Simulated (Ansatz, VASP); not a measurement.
## Two plane-wave programs on Rb

```xyz
1
Lattice="-2.1428 2.1428 2.1428 2.1428 -2.1428 2.1428 2.1428 2.1428 -2.1428" Properties=species:S:1:pos:R:3 pbc="T T T"
Rb    0.0000    0.0000    0.0000
```

Alike in both runs: functional PBE; k mesh 13 × 13 × 13; occupations fermi-dirac, width 0.08 eV; no spin polarisation.

Ansatz relaxed the structure, and its values are those at the end. VASP's run is a single point on that final structure, the one shown.

|  | VASP | Ansatz |
| --- | --- | --- |
| version | VASP 6.6.1 | Ansatz 0.2.0 |
| potentials or method | VASP PAW PBE potentials, release 64 (Rb_sv) | PAW with Ansatz's default frozen-core files, scalar-relativistic |
| plane-wave cutoff (eV) | 520 | 420 |
| valence electrons in the cell | 9 | 9 |

```tsv
	VASP	Ansatz	Ansatz less VASP
pressure (GPa)	10.0	10.0	-0.02
```
